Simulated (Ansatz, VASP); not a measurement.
## One calculation of AlN, two programs

```
CELL_PARAMETERS angstrom
3.18130 0.00000 0.00000
-1.59065 2.75509 0.00000
0.00000 0.00000 5.14130
ATOMIC_POSITIONS crystal
Al 0.33333 0.66667 0.00253
Al 0.66667 0.33333 0.50253
N 0.33333 0.66667 0.38247
N 0.66667 0.33333 0.88247
```

Alike in both runs: functional LDA; k mesh 9 × 9 × 6; occupations gaussian, width 0.05 eV; no spin polarisation.

Ansatz relaxed the structure, and its values are those at the end. VASP's run is a single point on that final structure, the one shown.

|  | VASP | Ansatz |
| --- | --- | --- |
| version | VASP 6.6.1 | Ansatz 0.2.0 |
| potentials or method | VASP PAW LDA potentials, release 64 (Al, N) | scalar-relativistic, plane waves, PAW |
| plane-wave cutoff (eV) | 520 | 520 |
| valence electrons in the cell | 16 | 16 |

VASP gave:

```
gap on the k mesh at the Fermi level (eV) : 3.62
least direct gap on the mesh (eV)         : 3.62
pressure (GPa)                            : -16.7
```

What did Ansatz give for the same quantities?

gap on the k mesh at the Fermi level (eV): 3.61; least direct gap on the mesh (eV): 3.61; pressure (GPa): -17.1.

Ansatz warned: «pseudo_functional_mismatch».

Caveats: so large a pressure means that the cell lies far from this level's equilibrium, or that cutoff or potentials fall short (VASP).
